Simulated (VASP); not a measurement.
Al2Au:

```xyz
3
Lattice="0.0000 3.0000 3.0000 3.0000 0.0000 3.0000 3.0000 3.0000 0.0000" Properties=species:S:1:pos:R:3 pbc="T T T"
Au    0.0000    0.0000    0.0000
Al    4.5000    4.5000    4.5000
Al    1.5000    1.5000    1.5000
```

Base run:

```yaml
Program: VASP 6.6.1
Functional: PBE
Potentials_or_basis: VASP PAW PBE potentials, release 64 (Au, Al)
Cutoff: 520 eV
k_mesh: 8 × 8 × 8
Occupations: fermi-dirac, width 0.05 eV
Spin: no spin polarisation
```

Its results: band gap on the k mesh none (metal or under the smearing width); pressure 3.0 GPa.

Q: The run is repeated on the same cell with these changes: functional from PBE to PBEsol. What comes out?

A: Band gap on the k mesh none (metal or under the smearing width); pressure -0.1 GPa.

PBEsol binds more tightly than PBE, so the same cell stands under less pressure.

Caveats: the PAW data sets were made with another functional, which shifts forces and pressure a little (some runs).

Not every run made on this cell is shown here.
